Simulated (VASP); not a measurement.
# SrO (Fm-3m) in VASP: further runs, part 2 of 2

VASP 6.6.1. Earlier steps stand in the parts before.

### 4 Relaxation of the atoms, PBE (a relaxed cell with its volume scaled by 1.02)

File INCAR:

```
SYSTEM = SrO
PREC = Accurate ; ENCUT = 600
EDIFF = 1E-7 ; ISMEAR = 0
SIGMA = 0.03 ; LREAL = .False.
LASPH = .True. ; NELM = 80
ALGO = Normal ; ISIF = 2
LWAVE = .False. ; LCHARG = .False.
GGA = PE ; IBRION = 2
NSW = 40 ; EDIFFG = -0.01
```

File KPOINTS:

```
Automatic mesh
0
Gamma
  10 10 10
  0 0 0
```

File POSCAR:

```
SrO                                     
1.0
    0.0000000000      2.6191829278      2.6191829278
    2.6191829278      0.0000000000      2.6191829278
    2.6191829278      2.6191829278      0.0000000000
  Sr              O             
     1     1
Direct
     0.5000000000000000    0.5000000000000000    0.5000000000000000
     0.0000000000000000    0.0000000000000000    0.0000000000000000
```

Potentials or basis: VASP PAW PBE potentials, release 64 (Sr_sv, O).

On the command line:

```bash
$ cat potpaw_PBE.64/Sr_sv/POTCAR potpaw_PBE.64/O/POTCAR > POTCAR
$ mpirun -np 1 vasp_std > vasp.out
```

OUTCAR:

```text
SYSTEM = SrO
   PREC = Accurate
   ENCUT = 600
   EDIFF = 1E-7
   ISMEAR = 0
   LREAL = .False.
   LASPH = .True.
   NELM = 80
   ISIF = 2
   GGA = PE
   IBRION = 2
   NSW = 40
   EDIFFG = -0.01

 ion  position               nearest neighbor table
   1  0.500  0.500  0.500-   2 2.62   2 2.62   2 2.62   2 2.62   2 2.62   2 2.62
   2  0.000  0.000  0.000-   1 2.62   1 2.62   1 2.62   1 2.62   1 2.62   1 2.62
[... 555 lines left out ...]

------------------------ aborting loop because EDIFF is reached ----------------------------------------

  FORCE on cell =-STRESS in cart. coord.  units (eV):
  Direction    XX          YY          ZZ          XY          YZ          ZX
  --------------------------------------------------------------------------------------
  -------------------------------------------------------------------------------------
  Total       -0.3649962     -0.3649962     -0.3649962      0.0000000     -0.0000000      0.0000000
  in kB      -16.2731446    -16.2731446    -16.2731446      0.0000000     -0.0000000      0.0000000
  external PRESSURE =     -16.2731446 kB  Pullay stress =       0.0000000 kB

 VOLUME and BASIS-vectors are now :
 -----------------------------------------------------------------------------
  energy-cutoff  :      600.00
  volume of cell :       35.94
      direct lattice vectors                 reciprocal lattice vectors
     0.000000000  2.619182928  2.619182928    -0.190899228  0.190899228  0.190899228
     2.619182928  0.000000000  2.619182928     0.190899228 -0.190899228  0.190899228
     2.619182928  2.619182928  0.000000000     0.190899228  0.190899228 -0.190899228

 POSITION                                       TOTAL-FORCE (eV/Angst)
 -----------------------------------------------------------------------------------
      2.61918      2.61918      2.61918        -0.000000     -0.000000      0.000000
      0.00000      0.00000      0.00000         0.000000      0.000000     -0.000000
 -----------------------------------------------------------------------------------
    total drift:                               -0.000000      0.000000      0.000000

  FREE ENERGIE OF THE ION-ELECTRON SYSTEM (eV)
  ---------------------------------------------------
  free  energy   TOTEN  =       -12.0538142747 eV

  energy  without entropy=      -12.0538142747  energy(sigma->0) =      -12.05381427

 reached required accuracy - stopping structural energy minimisation
```

CONTCAR:

```text
SrO
   1.00000000000000
     0.0000000000000000    2.6191829277999998    2.6191829277999998
     2.6191829277999998    0.0000000000000000    2.6191829277999998
     2.6191829277999998    2.6191829277999998    0.0000000000000000
  Sr              O
     1     1
Direct
     0.5000000000000000    0.5000000000000000    0.5000000000000000
     0.0000000000000000    0.0000000000000000    0.0000000000000000

  0.00000000E+00  0.00000000E+00  0.00000000E+00
  0.00000000E+00  0.00000000E+00  0.00000000E+00
```

It took 14 s on 1 thread of Intel Xeon 6975P-C (Granite Rapids), shared host; peak memory 0.18 GiB.

What came out:

```yaml
Free_energy: -12.0538 eV
Pressure_after_relaxing: -1.6 GPa
Band_gap_on_the_k_mesh: 3.29 eV, indirect (least direct gap 3.41 eV)
```

Final structure:
```
Sr O
1.0
     0.00000    2.61918    2.61918
     2.61918    0.00000    2.61918
     2.61918    2.61918    0.00000
Sr O
1 1
Direct
  0.50000 0.50000 0.50000
  0.00000 0.00000 0.00000
```

Levels at points of the mesh, in eV from the valence-band top:
```csv
k point,band 4,band 5,band 6,band 7,band 8,band 9,band 10,band 11,band 12
"(0.00, 0.00, 0.00)",-14.28,-14.28,0.00,0.00,0.00,3.60,6.08,6.08,6.08
"(0.50, 0.00, 0.00)",-14.35,-13.11,-2.06,-1.03,-1.03,6.31,8.02,8.53,8.53
"(0.50, 0.50, 0.00)",-14.59,-14.59,-0.52,-0.12,-0.12,3.29,7.39,9.81,9.89
```

Caveat: the relaxation stopped at its first step, so nothing moved.

### 5 Relaxation of the atoms, PBE (a relaxed cell with its volume scaled by 1.04)

INCAR is that of step 4.

KPOINTS is that of step 4.

File POSCAR:

```
SrO                                     
1.0
    0.0000000000      2.6361910857      2.6361910857
    2.6361910857      0.0000000000      2.6361910857
    2.6361910857      2.6361910857      0.0000000000
  Sr              O             
     1     1
Direct
     0.5000000000000000    0.5000000000000000    0.5000000000000000
     0.0000000000000000    0.0000000000000000    0.0000000000000000
```

Potentials or basis: VASP PAW PBE potentials, release 64 (Sr_sv, O).

On the command line:

```bash
$ cat potpaw_PBE.64/Sr_sv/POTCAR potpaw_PBE.64/O/POTCAR > POTCAR
$ mpirun -np 1 vasp_std > vasp.out
```

OUTCAR:

```text
SYSTEM = SrO
   PREC = Accurate
   ENCUT = 600
   EDIFF = 1E-7
   ISMEAR = 0
   LREAL = .False.
   LASPH = .True.
   NELM = 80
   ISIF = 2
   GGA = PE
   IBRION = 2
   NSW = 40
   EDIFFG = -0.01

 ion  position               nearest neighbor table
   1  0.500  0.500  0.500-   2 2.64   2 2.64   2 2.64   2 2.64   2 2.64   2 2.64
   2  0.000  0.000  0.000-   1 2.64   1 2.64   1 2.64   1 2.64   1 2.64   1 2.64

  LATTYP: Found a face centered cubic cell.
 ALAT       =     5.2723821714

  Lattice vectors:

 A1 = (   0.0000000000,   2.6361910857,   2.6361910857)
 A2 = (   2.6361910857,   0.0000000000,   2.6361910857)
 A3 = (   2.6361910857,   2.6361910857,   0.0000000000)

Analysis of symmetry for initial positions (statically):
=====================================================================
 Subroutine PRICEL returns:
 Original cell was already a primitive cell.

 Routine SETGRP: Setting up the symmetry group for a
 face centered cubic supercell.

[... 179 lines left out ...]
      2     -13.6724      2.00000
      3     -13.0467      2.00000
      4     -13.0467      2.00000
      5     -13.0467      2.00000
      6       1.3236      2.00000
      7       1.3236      2.00000
      8       1.3236      2.00000
      9       4.7934      0.00000
     10       7.3618      0.00000
     11       7.3618      0.00000
     12       7.3618      0.00000
[... 331 lines left out ...]
 k-point    24 :       0.4000    0.3000    0.0000
  band No.  band energies     occupation
      1     -31.2379      2.00000
      2     -14.4179      2.00000
      3     -13.3141      2.00000
      4     -13.2642      2.00000
      5     -12.6914      2.00000
      6       0.2654      2.00000
      7       1.0079      2.00000
      8       1.0805      2.00000
      9       5.2476      0.00000
     10       7.9367      0.00000
     11      10.3200      0.00000
     12      10.5366      0.00000

 [... further k-points ...]

------------------------ aborting loop because EDIFF is reached ----------------------------------------

  FORCE on cell =-STRESS in cart. coord.  units (eV):
  Direction    XX          YY          ZZ          XY          YZ          ZX
  --------------------------------------------------------------------------------------
  -------------------------------------------------------------------------------------
  Total       -0.7010286     -0.7010286     -0.7010286     -0.0000000      0.0000000     -0.0000000
  in kB      -30.6538955    -30.6538955    -30.6538955     -0.0000000      0.0000000     -0.0000000
  external PRESSURE =     -30.6538955 kB  Pullay stress =       0.0000000 kB

 VOLUME and BASIS-vectors are now :
 -----------------------------------------------------------------------------
  energy-cutoff  :      600.00
  volume of cell :       36.64
      direct lattice vectors                 reciprocal lattice vectors
     0.000000000  2.636191086  2.636191086    -0.189667586  0.189667586  0.189667586
     2.636191086  0.000000000  2.636191086     0.189667586 -0.189667586  0.189667586
     2.636191086  2.636191086  0.000000000     0.189667586  0.189667586 -0.189667586

 POSITION                                       TOTAL-FORCE (eV/Angst)
 -----------------------------------------------------------------------------------
      2.63619      2.63619      2.63619         0.000000      0.000000      0.000000
      0.00000      0.00000      0.00000        -0.000000     -0.000000     -0.000000
 -----------------------------------------------------------------------------------
    total drift:                               -0.000000      0.000000      0.000000

  FREE ENERGIE OF THE ION-ELECTRON SYSTEM (eV)
  ---------------------------------------------------
  free  energy   TOTEN  =       -12.0442512878 eV

  energy  without entropy=      -12.0442512878  energy(sigma->0) =      -12.04425129

 reached required accuracy - stopping structural energy minimisation
```

CONTCAR:

```text
SrO
   1.00000000000000
     0.0000000000000000    2.6361910857000002    2.6361910857000002
     2.6361910857000002    0.0000000000000000    2.6361910857000002
     2.6361910857000002    2.6361910857000002    0.0000000000000000
  Sr              O
     1     1
Direct
     0.5000000000000000    0.5000000000000000    0.5000000000000000
     0.0000000000000000    0.0000000000000000    0.0000000000000000

  0.00000000E+00  0.00000000E+00  0.00000000E+00
  0.00000000E+00  0.00000000E+00  0.00000000E+00
```

Wall time 14 s (1 thread of Intel Xeon 6975P-C (Granite Rapids), shared host); peak memory 0.18 GiB.

What came out:

* Free energy: -12.0443 eV
* Pressure after relaxing: -3.1 GPa
* Band gap on the k mesh: 3.30 eV, indirect (least direct gap 3.43 eV)

Final structure:
```cif
data_structure
_symmetry_space_group_name_H-M 'P 1'
_symmetry_Int_Tables_number 1
_cell_length_a 3.7281
_cell_length_b 3.7281
_cell_length_c 3.7281
_cell_angle_alpha 60.000
_cell_angle_beta 60.000
_cell_angle_gamma 60.000
_cell_volume 36.64
loop_
_atom_site_label
_atom_site_type_symbol
_atom_site_fract_x
_atom_site_fract_y
_atom_site_fract_z
_atom_site_occupancy
Sr1 Sr 0.50000 0.50000 0.50000 1
O1 O 0.00000 0.00000 0.00000 1
```

Caveat: the relaxation stopped at its first step, so nothing moved.

### 6 The runs side by side

```tsv
cell	gap on the mesh (eV)	pressure (GPa)
atoms relaxed from: a relaxed cell with its volume scaled by 0.98	3.27	1.8
atoms relaxed	3.28	0.0
atoms relaxed from: a relaxed cell with its volume scaled by 1.02	3.29	-1.6
atoms relaxed from: a relaxed cell with its volume scaled by 1.04	3.30	-3.1
```

Alike in all rows: task relaxation of the atoms; level PBE; potentials or basis VASP PAW PBE potentials, release 64 (Sr_sv, O); no spin polarisation; k mesh 10 × 10 × 10; cutoff (eV) 600; smearing gaussian 0.03 eV.

Caveats: the relaxation stopped at its first step, so nothing moved.

Absolute energies hang on the potentials; compare differences alone.
